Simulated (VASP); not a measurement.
TiC:

```
Ti C
1.0
     0.00000    2.16572    2.16572
     2.16572    0.00000    2.16572
     2.16572    2.16572    0.00000
Ti C
1 1
Direct
  0.02545 0.00489 0.00665
  0.50911 0.51914 0.46134
```

The cell is a database's computed one.

The cell isn't the ideal one: atoms moved at random, drawn with an rms of 0.1 Å.

- Program: VASP 6.6.1
- Task: relaxation of the atoms
- Functional: AM05
- Dispersion: D4
- Potentials or basis: VASP PAW PBE potentials, release 64 (Ti_sv_GW, C_GW)
- Cutoff: 600 eV
- k mesh: 9 × 9 × 9
- Occupations: gaussian, width 0.05 eV
- Spin: no spin polarisation

At the start: pressure -8.7 GPa; volume 10.16 Å³/atom.

Problem. Where does the relaxation end?

Solution. Over 6 steps the energy falls by 49.2 meV/atom; space group Fm-3m (No. 225, to 0.05 Å).

The path:
```tsv
step	energy change (eV)	largest force (eV/Å)	pressure (GPa)
1	0.0000	1.2919	-8.66
2	-0.0637	0.7535	-10.40
3	-0.0983	0.0192	-11.27
4	-0.0982	0.0346	-11.27
5	-0.0983	0.0131	-11.27
6	-0.0983	0.0004	-11.27
```

Final structure:
```
Ti C
1.0
     0.00000    2.16572    2.16572
     2.16572    0.00000    2.16572
     2.16572    2.16572    0.00000
Ti C
1 1
Direct
  0.02545 0.00489 0.00665
  0.52545 0.50490 0.50665
```

Caveat: the PAW data sets were made with another functional, which shifts forces and pressure a little; pairwise dispersion overbinds metals, which lowers pressure and volume.
